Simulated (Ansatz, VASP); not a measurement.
# HgTe in two plane-wave programs

One calculation is typed for both programs; each brings its own data sets. How far apart do they land? The cell is generated by rule, not measured, and may not be a known phase. The cell is taken from a series of runs on this material, whose earlier steps may have relaxed, scaled, displaced or heated it; both programs get it as it stands.

Main program and level: Ansatz 0.2.0; plane waves, with VASP 6.6.1 beside it; zone-centre phonons at PBE.

The structure was built from a prototype and need not be the compound's stable phase.

## 1. Set-up

Symmetry: P6_3/mmc, No. 194, hexagonal system. Conventional cell: a = 4.265 Å, b = 4.265 Å, c = 7.467 Å, α = 90.00°, β = 90.00°, γ = 120.00°. Hg has 6 Te at 3.09 Å nearest. Nearest to Te lie 6 Hg at 3.09 Å. Farther neighbours and most contacts between anions are not listed.

## 2. Ansatz: zone-centre phonons, PBE

Ansatz runs on its default PAW (the set named soft_2) files.

Second derivatives magnify differences that forces hide, and they need a tight electronic threshold.

File input.yaml:

```yaml
crystal:
  lattice:
    - [4.2647185345, 2.7785e-06, 0.0]
    - [-2.1323616735, 3.6933532016, 0.0]
    - [0.0, 0.0, 7.4670364397]
  atoms:
    - { symbol: Hg, position: [0.0, 0.0, 0.0] }
    - { symbol: Hg, position: [0.0, 0.0, 0.5] }
    - { symbol: Te, position: [0.3333333333, 0.6666666667, 0.25] }
    - { symbol: Te, position: [0.6666666667, 0.3333333333, 0.75] }
kpoints:
  mp_grid: { grid: [10, 10, 6] }
hamiltonian:
  xc: pbe
scf:
  occupations: { method: methfessel_paxton, width: 0.15 }
output:
  eigenvalues: true
phonons:
  method: dfpt
```

Run with:

```
$ ansatz run input.yaml --threads 4 --pin off --max-ram 7168MiB --backend cpu --events-out ev --progress --plain --runs-dir out
```

Numbers of over 12 decimals in the logs are rounded to 6 here.

Output:

```text
Engine: ansatz 0.2.0, x86_64-unknown-linux-gnu
Pseudopotentials: kind: paw
Pseudopotential: Hg, paw, valence charge 20, recommended cutoff 420 eV (normal), Hg.paw.azcp
Pseudopotential: Te, paw, valence charge 16, recommended cutoff 420 eV (normal), Te.paw.azcp
Functional definition: PBE
  parameter kappa = 0.804
  parameter beta = 0.066725
  exchange = pbe_x(kappa = kappa, mu = beta*pi^2/3)
  correlation = pbe_c(beta = beta)
Crystal: 4 atoms, lattice volume = 117.614 Å³
Basis set: ecut = 420 eV, 2299 PW (Γ), exchange–correlation on 60×60×100 points (8 copies of the dense FFT grid, shifted against one another)
Bands: 44, of which v1, the nominal top of the filled ones, is band 36 counted from 1 (35 counted from 0)
Symmetry: 24 space group operations
k-points: 172 of 600 (irreducible under 2 space group operations, time reversal used)
Non-local potential: Hg, projectors of the file, l = 0: 3, l = 1: 2, l = 2: 2, l = 3: 1
Non-local potential: Te, projectors of the file, l = 0: 2, l = 1: 2, l = 2: 2, l = 3: 2
PAW form: soft (Blöchl's): semilocal exchange-correlation on the pseudo side does not see the compensation charge
PAW one-centre angular grid: Hg, 590 points (default); XC on 64 Gauss nodes
PAW one-centre angular grid: Te, 590 points (default); XC on 64 Gauss nodes
Initial density: superposition of atomic densities (neutral atoms: chi_scale 0, normalization atom), corrected by the library's trained network
Initial wavefunctions: pseudopotential atomic-orbital guess
Functional: x = pbe(κ = 0.804, μ = 0.219515), c = pbe(β = 0.066725)
SCF iter   1: F=—  HF=-41586.689501 eV  |F-HF|=—  |Δ(HF+E_count)|=         —  Δρ=1.43e-3  dr2=2.80e-3  ethr=1.77e-3  ⟨swp⟩=7.8  Hψ=29938  notcnv=0  defer=41
preconditioner: auto → LDOS  [metal: Δε(μ)=0.035 eV  Ē_g=10.257 eV  σ=0.150 eV  W_gap=0.19  n_scr=34 (ndim 8)  ℏωp=20.5 eV  f_vac=0.044  D(μ)=1.71/eV (n_scr^D=2)  β→1.0]
SCF iter   2: F=—  HF=-41586.690017 eV  |F-HF|=—  |Δ(HF+E_count)|=   5.16e-4  S|Δr|=    0.00e0  Δρ=5.35e-4  dr2=2.46e-4  ethr=3.89e-6  ⟨swp⟩=3.7  Hψ=18384  notcnv=0  defer=41
SCF iter   3: F=—  HF=-41586.690021 eV  |F-HF|=—  |Δ(HF+E_count)|=   4.69e-6  S|Δr|=    0.00e0  Δρ=1.64e-4  dr2=3.27e-5  ethr=3.42e-7  ⟨swp⟩=2.0  Hψ=13028  notcnv=0  defer=41
SCF iter   4: F=—  HF=-41586.690019 eV  |F-HF|=—  |Δ(HF+E_count)|=   1.87e-6  S|Δr|=    0.00e0  Δρ=6.90e-5  dr2=5.07e-6  ethr=4.55e-8  ⟨swp⟩=2.0  Hψ=13034  notcnv=0  defer=41
SCF iter   5: F=—  HF=-41586.690016 eV  |F-HF|=—  |Δ(HF+E_count)|=   3.41e-6  S|Δr|=    0.00e0  Δρ=1.29e-5  dr2=1.80e-7  ethr=7.05e-9  ⟨swp⟩=2.0  Hψ=10050  notcnv=0  defer=41
SCF iter   6: F=—  HF=-41586.690016 eV  |F-HF|=—  |Δ(HF+E_count)|=   3.36e-8  S|Δr|=    0.00e0  Δρ=2.94e-6  dr2=7.37e-9  ethr=2.49e-10  ⟨swp⟩=2.0  Hψ=12049  notcnv=0  defer=41
SCF iter   7: F=—  HF=-41586.690016 eV  |F-HF|=—  |Δ(HF+E_count)|=   2.07e-9  S|Δr|=    0.00e0  Δρ=4.06e-7  dr2=1.33e-10  ethr=1.02e-11  ⟨swp⟩=2.0  Hψ=13263  notcnv=0  defer=41
SCF iter   8: F=-41586.690016 eV  HF=-41586.690016 eV  |F-HF|=1.46e-11  |Δ(HF+E_count)|=  1.31e-10  S|Δr|=    0.00e0  Δρ=6.66e-8  dr2=2.25e-12  ethr=1.00e-12  ⟨swp⟩=12.1  Hψ=43804  notcnv=0
SCF 1 converged in 8 iterations: F = -41586.690016 eV  dr2 = 2.25e-12
  greatest PAW one-centre occupation: 1.000 electrons in one spin orbital (limit 2), on the Hg atom at site 1 (counted from 0), in its partial waves of l = 0
DFPT response loops at Γ: preconditioner auto → Kerker (q_TF=auto, 2.514 Å⁻¹) (partly filled bands, converged f_vac=0.042); β = 1.00, the filter's whole step (`scf.mixing.beta` (0.50) is not read by the response loops under this deck's `scf.mixing.preconditioner`; to damp them name `kerker` or `kerker_dos`, under which they read `scf.mixing.beta`, and type it under 1.00, their step now; both keys bind the ground state too); Broyden in place of MSR1
SCF converged after 8 iterations
Stability not checked: this state was not tested for a lower state beside it, because cold or Methfessel-Paxton smearing, or corrected tetrahedra, fill the levels in a way that the test cannot read (fill_not_monotonic; see scf.lower_state_search)
Free energy (F): -41586.690016 eV
Harris-Foulkes:  -41586.690016 eV  (|F-HF|=1.46e-11)
Internal energy: -41586.689625 eV  (E = F + TS)
E sigma→0 (E₀):  -41586.689918 eV
Entropy (-TS):   -0.000391 eV (-0.098 meV/atom)
Fermi energy:    10.472399 eV
--- Per-component energies (eV) ---
  E_band       = -1393.606766
  E_kinetic    = 1566.163098
  E_local      = -8228.903206  (includes V_loc(G=0)·N_el)
  E_nonlocal   = -475.233908
  E_hartree    = 4058.983477
  E_xc         = -688.192268
  E_vxc        = -731.220738  (∫ρ·V_xc dr)
  E_paw        = -29213.379372  (= ΣΔE_a)
  E_vpaw       = -1642.380355  (= ΣTr[D̂ρ^β])
  E_aug_tail   = 0.001389  (compensation charges beyond the density's cutoff)
  E_ewald      = -8606.128835
  E_smearing   = -0.000391  (= −TS)
  E_closure    = 0.000000  (closes the sum)
  Σ components = -41586.690016   (vs F -41586.690016, Δ=0.00e0)
--- Band table (eV; the first three rows and the last of 172) ---
  k-point 0: bands = [... 32 lower, 9.4647, 9.9701, 9.9701, 10.8690, 10.8690, 13.3596, 14.8920, 15.6485, ... 4 higher]
  k-point 1: bands = [... 32 lower, 10.0331, 10.0331, 10.4190, 10.8121, 10.8121, 13.2736, 14.8987, 15.6707, ... 4 higher]
  k-point 2: bands = [... 32 lower, 10.2035, 10.2035, 10.6537, 10.6537, 11.4337, 12.9350, 15.0571, 15.7520, ... 4 higher]
  k-point 171: bands = [... 32 lower, 7.6966, 8.3482, 8.8525, 9.5514, 10.4335, 12.8638, 14.4788, 15.6124, ... 4 higher]
--- Phonons (Γ-DFPT): 4 representative perturbations + reference, on 172 of 600 k-points (Σ response iterations 12) ---
  k mesh reduced under 2 symmetry operations, with k and −k counted as one. Each operation leaves every solved perturbation unchanged. A smaller set is not used because it would not reduce the number of displacements times k-points to solve
  ASR residual: 4.006e-4 → 0.000e0 eV/Å²; symmetrization residual: 2.026e-4 eV/Å²
  ASR residual per site (eV/Å²): 2.72e-4 2.72e-4 4.01e-4 4.01e-4
  Γ frequencies (cm⁻¹): 0.00 0.00 0.00 28.94 28.94 47.82 47.82 67.69 77.08 77.08 83.51 86.00
  non-analytic LO–TO correction: not included (Born effective charges unavailable; polar crystals: no LO–TO splitting at Γ)
```

Reading the cycles: dr2 is the Hartree energy of the density residual (eV), the measure of convergence; HF is the Harris–Foulkes estimate of the energy, which meets the free energy F at convergence.

[end of part 1 of 2]

[Lines on the potential files, build, host, timing and source positions are cut from VASP's logs without a mark.]

[Logs are printed without paths, hosts, clocks, repeated set-up lines and the standing remarks that a program may print on its own settings, such as how far it seeks lower states.]

[Hosts, paths, dates, database ids (printed as entryN), source tags and the programs' standing remarks are cut or masked in the printed files.]
